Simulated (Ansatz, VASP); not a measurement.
Two plane-wave programs on KTaO3

POSCAR

```
KTaO3
1.0
    4.0429410365      0.0000000000      0.0000000000
    0.0000000000      4.0429410365      0.0000000000
    0.0000000000      0.0000000000      3.8812233950
K Ta O
1 1 3
Direct
    0.5000000000      0.5000000000      0.5000000000
    0.0000000000      0.0000000000      0.0000000000
    0.5000000000      0.0000000000      0.0000000000
    0.0000000000      0.5000000000      0.0000000000
    0.0000000000      0.0000000000      0.5000000000
```

Contents of INCAR.step1:

```
SYSTEM = KTaO3
ALGO = Normal
EDIFF = 1E-4
ENCUT = 520
GGA = PE
ISMEAR = 0
LASPH = .True.
LCHARG = .False.
LREAL = .False.
LWAVE = .True.
NBANDS = 27
NELM = 80
PREC = Accurate
SIGMA = 0.05
```

The input INCAR.step2:

```
SYSTEM = KTaO3
ALGO = Normal
EDIFF = 1E-7
ENCUT = 520
ISIF = 2
ISMEAR = 0
ISTART = 1
LASPH = .True.
LCHARG = .False.
LMIXTAU = .True.
LREAL = .False.
LWAVE = .False.
METAGGA = R2SCAN
NBANDS = 27
NELM = 80
PREC = Accurate
SIGMA = 0.05
```

Contents of KPOINTS:

```
k-points
0
Gamma
  6 6 6
  0 0 0
```

Input for Ansatz:

```yaml
crystal:
  lattice:
    - [4.0429410365, 0.0, 0.0]
    - [0.0, 4.0429410365, 0.0]
    - [0.0, 0.0, 3.881223395]
  atoms:
    - { symbol: K, position: [0.5, 0.5, 0.5] }
    - { symbol: Ta, position: [0.0, 0.0, 0.0] }
    - { symbol: O, position: [0.5, 0.0, 0.0] }
    - { symbol: O, position: [0.0, 0.5, 0.0] }
    - { symbol: O, position: [0.0, 0.0, 0.5] }
basis:
  ecutwfc: 500
kpoints:
  mp_grid: { grid: [6, 6, 6] }
hamiltonian:
  xc: r2scan
scf:
  occupations: { method: gaussian, width: 0.05 }
output:
  forces: true
  stress: true
  eigenvalues: true
```

Alike in both runs: task single point; functional r2SCAN; k mesh 6 × 6 × 6; occupations gaussian, width 0.05 eV; no spin polarisation.

|  | VASP | Ansatz |
| --- | --- | --- |
| version | VASP 6.6.1 | Ansatz 0.2.0 |
| potentials or method | VASP PAW PBE potentials, release 64 (K_sv, Ta_pv, O) | scalar-relativistic, plane waves, PAW |
| plane-wave cutoff (eV) | 520 | 500 |
| valence electrons in the cell | 38 | 40 |

```tsv
	VASP	Ansatz	Ansatz less VASP
gap on the k mesh at the Fermi level (eV)	2.51	2.54	+0.030
least direct gap on the mesh (eV)	3.17	3.19	+0.021
pressure (GPa)	1.9	1.0	-0.95
largest component of the traceless stress (GPa)	11.20	11.00	-0.193
```

The two sets of potentials don't hold the same shells in valence.

Caveats: the PAW data sets were made with another functional, which shifts forces and pressure a little (VASP); spin-orbit coupling is left out, which moves the levels of the heavy elements. r2SCAN opens gaps a little over a GGA but as a rule still falls short of measured ones. A k mesh can miss the band edges.
